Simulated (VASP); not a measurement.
# AgBr (Fm-3m) in VASP: settings compared

The runs below take AgBr through single point, with PBE, r2SCAN.

Everything below comes from runs of VASP 6.6.1. Logs are shortened: lines on timing, memory, paths and dates and some standing lists are left out, and cuts for length are marked.

**1. The structure**

It takes space group Fm-3m (No. 225, cubic). The conventional cell has a = 5.785 Å, b = 5.785 Å, c = 5.785 Å, α = 90.00°, β = 90.00°, γ = 90.00°. Ag (site symmetry m-3m) has 6 Br at 2.89 Å as nearest neighbours. Br (site symmetry m-3m) is surrounded by 6 Ag at 2.89 Å.

The cell was built by a generator and needn't be a form met in nature.

**2. Single point, PBE**

INCAR reads:

```
SYSTEM = AgBr
PREC     = Accurate       ! precision mode
ENCUT    = 520            ! plane-wave cutoff, eV
EDIFF    = 1E-6           ! SCF threshold, eV
ISMEAR   = 0              ! smearing method
SIGMA    = 0.01           ! smearing width, eV
LREAL    = .FALSE.        ! projectors in reciprocal space
LASPH    = .TRUE.         ! aspherical terms in the spheres
NELM     = 100            ! most SCF steps
ALGO     = Normal         ! electronic algorithm
ISIF     = 2              ! what is computed and relaxed
LWAVE    = .FALSE.        ! write WAVECAR
LCHARG   = .TRUE.         ! write CHGCAR
GGA      = PE             ! functional
LELF     = .TRUE.         ! ELF
LVHAR    = .TRUE.       
NBANDS   = 16             ! bands
```

KPOINTS reads:

```
regular mesh
0
G
  8 8 8
  0 0 0
```

POSCAR reads:

```
AgBr
1.0
    0.0000000000      2.8927333105      2.8927333105
    2.8927333105      0.0000000000      2.8927333105
    2.8927333105      2.8927333105      0.0000000000
Ag Br
1 1
Direct
    0.0000000000      0.0000000000      0.0000000000
    0.5000000000      0.5000000000      0.5000000000
```

Potentials or basis: VASP PAW PBE potentials, release 64 (Ag, Br).

Launch:

```sh
cat potpaw_PBE.64/Ag/POTCAR potpaw_PBE.64/Br/POTCAR > POTCAR
mpirun -np 1 vasp_std > vasp.out
```

OUTCAR:

```text
SYSTEM = AgBr
   PREC = Accurate
   ENCUT = 520
   EDIFF = 1E-6
   ISMEAR = 0
   LREAL = .FALSE.
   LASPH = .TRUE.
   NELM = 100
   ISIF = 2
   GGA = PE

 ion  position               nearest neighbor table
   1  0.000  0.000  0.000-   2 2.89   2 2.89   2 2.89   2 2.89   2 2.89   2 2.89
   2  0.500  0.500  0.500-   1 2.89   1 2.89   1 2.89   1 2.89   1 2.89   1 2.89

  LATTYP: Found a face centered cubic cell.
 ALAT       =     5.7854666210

  Lattice vectors:

 A1 = (   0.0000000000,   2.8927333105,   2.8927333105)
 A2 = (   2.8927333105,   0.0000000000,   2.8927333105)
 A3 = (   2.8927333105,   2.8927333105,   0.0000000000)

Analysis of symmetry for initial positions (statically):
=====================================================================
 Subroutine PRICEL returns:
 Original cell was already a primitive cell.

 Routine SETGRP: Setting up the symmetry group for a
 face centered cubic supercell.

 Subroutine GETGRP returns: Found 48 space group operations
 (whereof 48 operations were pure point group operations)
 out of a pool of 48 trial point group operations.

The static configuration has the point symmetry O_h .

Analysis of symmetry for dynamics (positions and initial velocities):
=====================================================================
 Subroutine PRICEL returns:
 Original cell was already a primitive cell.

 Routine SETGRP: Setting up the symmetry group for a
 face centered cubic supercell.

 Subroutine GETGRP returns: Found 48 space group operations
 (whereof 48 operations were pure point group operations)
 out of a pool of 48 trial point group operations.

The dynamic configuration has the point symmetry O_h .

 Subroutine INISYM returns: Found 48 space group operations
 (whereof 48 operations are pure point group operations),
 and found     1 'primitive' translations

----------------------------------------------------------------------------------------

                                     Primitive cell

  volume of cell :      48.4122

  direct lattice vectors                    reciprocal lattice vectors
     0.000000000  2.892733311  2.892733311    -0.172846905  0.172846905  0.172846905
     2.892733311  0.000000000  2.892733311     0.172846905 -0.172846905  0.172846905
     2.892733311  2.892733311  0.000000000     0.172846905  0.172846905 -0.172846905

  length of vectors
     4.090942680  4.090942680  4.090942680     0.299379622  0.299379622  0.299379622

  position of ions in fractional coordinates (direct lattice)
     0.000000000  0.000000000  0.000000000
     0.500000000  0.500000000  0.500000000

  ion indices of the primitive-cell ions
   primitive index   ion index
                 1           1
                 2           2

----------------------------------------------------------------------------------------

 KPOINTS: regular mesh

Automatic generation of k-mesh.
 Grid dimensions read from file:
 generate k-points for:    8    8    8

 Generating k-lattice:

  Cartesian coordinates                     Fractional coordinates (reciprocal lattice)
    -0.021605863  0.021605863  0.021605863     0.125000000  0.000000000  0.000000000
     0.021605863 -0.021605863  0.021605863     0.000000000  0.125000000  0.000000000
     0.021605863  0.021605863 -0.021605863     0.000000000  0.000000000  0.125000000

  Length of vectors
     0.037422453  0.037422453  0.037422453

  Shift w.r.t. Gamma in fractional coordinates (k-lattice)
     0.000000000  0.000000000  0.000000000

 Subroutine IBZKPT returns following result:
 ===========================================

 Found     29 irreducible k-points:

 Following reciprocal coordinates:
            Coordinates               Weight
  0.000000  0.000000  0.000000      1.000000
  0.125000  0.000000  0.000000      8.000000
  0.250000  0.000000  0.000000      8.000000
  0.375000  0.000000  0.000000      8.000000
  0.500000  0.000000  0.000000      4.000000
  0.125000  0.125000  0.000000      6.000000
[... 16 lines left out ...]
  0.500000  0.250000  0.125000     48.000000
 -0.375000  0.250000  0.125000     24.000000
 [... further k-points ...]
   k-points           NKPTS =     29   k-points in BZ     NKDIM =     29   number of bands    NBANDS=     16
   number of dos      NEDOS =    301   number of ions     NIONS =      2
   total plane-waves  NPLWV =  27000
   dimension x,y,z NGX =    30 NGY =   30 NGZ =   30
   dimension x,y,z NGXF=    60 NGYF=   60 NGZF=   60
   ions per type =               1   1
   NGX,Y,Z   is equivalent  to a cutoff of  12.19, 12.19, 12.19 a.u.
   NGXF,Y,Z  is equivalent  to a cutoff of  24.38, 24.38, 24.38 a.u.
 SYSTEM =  AgBr
   PREC   = accura    normal or accurate (medium, high low for compatibility)
   ISTART =      0    job   : 0-new  1-cont  2-samecut
   ICHARG =      2    charge: 1-file 2-atom 10-const
   ISPIN  =      1    spin polarized calculation?
   LNONCOLLINEAR =      F non collinear calculations
   LSORBIT =      F    spin-orbit coupling
   LASPH  =      T    aspherical Exc in radial PAW
   ENCUT  =  520.0 eV  38.22 Ry    6.18 a.u.   7.61  7.61  7.61*2*pi/ulx,y,z
   NELM   =    100;   NELMIN=  2; NELMDL= -5     # of ELM steps
   EDIFF  = 0.1E-05   stopping-criterion for ELM
   LREAL  =      F    real-space projection
   EDIFFG = 0.1E-04   stopping-criterion for IOM
   NSW    =      0    number of steps for IOM
   IBRION =     -1    ionic relax: 0-MD 1-quasi-New 2-CG
   NFREE  =      0    steps in history (QN), initial steepest desc. (CG)
   ISIF   =      2    stress and relaxation
   ISYM   =      2    0-nonsym 1-usesym 2-fastsym
   POTIM  = 0.5000    time-step for ionic-motion
   TEBEG  =    0.0;   TEEND  =   0.0 temperature during run
   PSTRESS=    0.0 pullay stress
   NELECT =      18.0000    total number of electrons
   NUPDOWN=      -1.0000    fix difference up-down
   EMIN   =  10.00;   EMAX   =-10.00  energy-range for DOS
   EFERMI =   0.00;   METHOD = LEGACY
   ISMEAR =     0;   SIGMA  =   0.01  broadening in eV -4-tet -1-fermi 0-gaus
   EFERMI_NEDOS =   21; number of points for ismear=-14 and -15
   IALGO  =     38    algorithm
   IMIX   =      4    mixing-type and parameters
     AMIX     =   0.40;   BMIX     =  1.00
     AMIX_MAG =   1.60;   BMIX_MAG =  1.00
  volume/ion in A,a.u.               =      24.21       163.35
  Fermi-wavevector in a.u.,A,eV,Ry     =   1.177192  2.224570 18.854693  1.385781
  Thomas-Fermi vector in A             =   2.313543
   LORBIT       =      0    0 simple, 1 ext, 2 COOP (PROOUT), +10 PAW based schemes
   GGA     = PE    functional components
   LHFCALC =     F    Hartree Fock is set to
   AEXX    =    0.0000 exact exchange contribution
   IVDW    =     0    specifies the selected vdW correction
   LEPSILON=     F    determine dielectric tensor
   LRPA    =     F    only Hartree local field effects (RPA)
 non-spin polarized calculation
 Gauss-broadening in eV      SIGMA  =   0.01
  energy-cutoff  :      520.00
  volume of cell :       48.41
 maximum number of plane-waves:      1323
   NGX = 15   NGY = 15   NGZ = 15

 number of electron      18.0000004 magnetization

 Free energy of the ion-electron system (eV)
  ---------------------------------------------------
  ext. energy  EPLUGINS =         0.00000000
  ---------------------------------------------------
  free energy    TOTEN  =        -4.99529118 eV

  energy without entropy =       -4.99529118  energy(sigma->0) =       -4.99529118

 E-fermi :   3.4276     XC(G=0):  -9.7410

 val. band max:        3.3355923987   @ k =   0.5000   0.0000   0.0000
 cond. band min:       4.0127464284   @ k =   0.0000   0.0000   0.0000
 fundamental gap:      0.6771540297
 Fermi energy:         3.4276393833

 k-point     1 :       0.0000    0.0000    0.0000
  band No.  band energies     occupation
      1     -11.5959      2.00000
      2       0.6362      2.00000
      3       0.6362      2.00000
      4       0.6364      2.00000
      5       0.6364      2.00000
      6       0.6364      2.00000
[... 8 lines left out ...]
     15      15.0274      0.00000
     16      15.0274      0.00000

 k-point     2 :       0.1250    0.0000    0.0000
  band No.  band energies     occupation
      1     -11.5392      2.00000
      2       0.2540      2.00000
      3       0.2540      2.00000
      4       0.3019      2.00000
      5       0.6769      2.00000
      6       0.6769      2.00000
[... 8 lines left out ...]
     15      14.2345      0.00000
     16      14.6214      0.00000

 k-point     3 :       0.2500    0.0000    0.0000
  band No.  band energies     occupation
      1     -11.3965      2.00000
      2      -0.6651      2.00000
      3      -0.2430      2.00000
      4      -0.2430      2.00000
      5       0.7771      2.00000
      6       0.7771      2.00000
[... 8 lines left out ...]
     15      14.6797      0.00000
     16      14.6797      0.00000

 k-point     4 :       0.3750    0.0000    0.0000
  band No.  band energies     occupation
      1     -11.2445      2.00000
      2      -1.4522      2.00000
      3      -0.5766      2.00000
      4      -0.5766      2.00000
      5       0.8809      2.00000
      6       0.8809      2.00000
[... 8 lines left out ...]
     15      15.7238      0.00000
     16      15.7238      0.00000
[... 324 lines left out ...]
 k-point    22 :       0.3750    0.2500    0.1250
  band No.  band energies     occupation
      1     -11.3066      2.00000
      2      -1.0553      2.00000
      3      -0.3000      2.00000
      4       0.0705      2.00000
      5       0.7311      2.00000
      6       0.8604      2.00000
[... 8 lines left out ...]
     15      16.7202      0.00000
     16      17.2696      0.00000

 k-point    23 :       0.5000    0.2500    0.1250
  band No.  band energies     occupation
      1     -11.1961      2.00000
      2      -1.2612      2.00000
      3      -0.5747      2.00000
      4      -0.3031      2.00000
      5       0.8179      2.00000
      6       0.9297      2.00000
[... 8 lines left out ...]
     15      17.0228      0.00000
     16      17.2870      0.00000

 k-point    24 :      -0.3750    0.2500    0.1250
  band No.  band energies     occupation
      1     -11.1490      2.00000
      2      -1.3246      2.00000
      3      -0.5995      2.00000
      4      -0.5750      2.00000
      5       0.8788      2.00000
      6       0.9323      2.00000
[... 8 lines left out ...]
     15      15.8623      0.00000
     16      17.5839      0.00000

 [... further k-points ...]

------------------------ aborting loop because EDIFF is reached ----------------------------------------

  FORCE on cell =-STRESS in cart. coord.  units (eV):
  Direction    XX          YY          ZZ          XY          YZ          ZX
  --------------------------------------------------------------------------------------
  -------------------------------------------------------------------------------------
  Total        0.3474479      0.3474479      0.3474479     -0.0000000     -0.0000000      0.0000000
  in kB       11.4986046     11.4986046     11.4986046     -0.0000000     -0.0000000      0.0000000
  external PRESSURE =      11.4986046 kB  Pullay stress =       0.0000000 kB

 VOLUME and BASIS-vectors are now :
 -----------------------------------------------------------------------------
  energy-cutoff  :      520.00
  volume of cell :       48.41
      direct lattice vectors                 reciprocal lattice vectors
     0.000000000  2.892733311  2.892733311    -0.172846905  0.172846905  0.172846905
     2.892733311  0.000000000  2.892733311     0.172846905 -0.172846905  0.172846905
     2.892733311  2.892733311  0.000000000     0.172846905  0.172846905 -0.172846905

 POSITION                                       TOTAL-FORCE (eV/Angst)
 -----------------------------------------------------------------------------------
      0.00000      0.00000      0.00000        -0.000000     -0.000000     -0.000000
      2.89273      2.89273      2.89273         0.000000      0.000000      0.000000
 -----------------------------------------------------------------------------------
    total drift:                               -0.000000      0.000000      0.000000

  FREE ENERGIE OF THE ION-ELECTRON SYSTEM (eV)
  ---------------------------------------------------
  free  energy   TOTEN  =        -4.9952911783 eV

  energy  without entropy=       -4.9952911783  energy(sigma->0) =       -4.99529118
```

Wall time 21 s (1 thread of Intel Xeon Platinum 8488C (Sapphire Rapids), shared host); peak memory 0.18 GiB.

Results:

| Item | Value |
| --- | --- |
| Free energy | -4.9953 eV |
| Pressure | 1.1 GPa |
| Band gap on the k mesh | 0.68 eV, indirect (least direct gap 2.53 eV) |

(Continued in part 2 of 2.)
